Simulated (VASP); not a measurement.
## MnS under changes of volume

One of the cells (17.577 Å³/atom); the others are scaled copies at fixed shape and fractional positions:

```xyz
2
Lattice="1.8421 1.0635 2.9906 -1.8421 1.0635 2.9906 0.0000 -2.1271 2.9906" Properties=species:S:1:pos:R:3 pbc="T T T"
Mn    0.0000    0.0000    0.0000
S     0.0000    0.0000    4.4859
```

The cell is a database's computed one.

```yaml
Program: VASP 6.6.1
Functional: PBE
Potentials_or_basis: VASP PAW PBE potentials, release 64 (Mn_pv, S)
Cutoff: 520 eV
k_mesh: 9 × 9 × 9
Occupations: fermi-dirac, width 0.05 eV
Spin: collinear spin, ferromagnetic start
Starting_moments: "[4.0, 0.0] μB"
```

| volume (Å³/atom) | energy over the lowest point (meV/atom) | pressure (GPa) | moment (μB per cell) |
| --- | --- | --- | --- |
| 16.199 | ? | ? | ? |
| 16.543 | 0.44 | 0.5 | 4.53 |
| 16.888 | 0.00 | -0.5 | 4.60 |
| 17.577 | 6.06 | -2.6 | 4.70 |
| 17.922 | 12.57 | -3.6 | 4.75 |
| 18.267 | 21.05 | -4.5 | 4.78 |

Task: What does the run at 16.199 Å³/atom give?

Result: Energy over the lowest point 2.87 meV/atom; pressure 1.5 GPa; moment 4.45 μB per cell.

Worked out: A Birch-Murnaghan fit of order 3 (a polynomial in V^(-2/3)) to the other rows has its minimum at 16.78 Å³/atom with B0 = V·E''(V) = 54 GPa (rough, since the energies scatter) at fixed shape and positions, which overstates the stiffness. It gives 3.37 meV/atom at 16.199 Å³/atom, against the run's 2.87, and -dE/dV = 1.9 GPa, against 1.5. A parabola through the other rows of the moment, of slope 0.224 μB per Å³/atom there, extrapolates to 4.46 μB, against the run's 4.45.

Energies are extrapolated to zero smearing.

Caveats: a cell with one magnetic atom can't hold antiferromagnetic order, which such compounds often take.
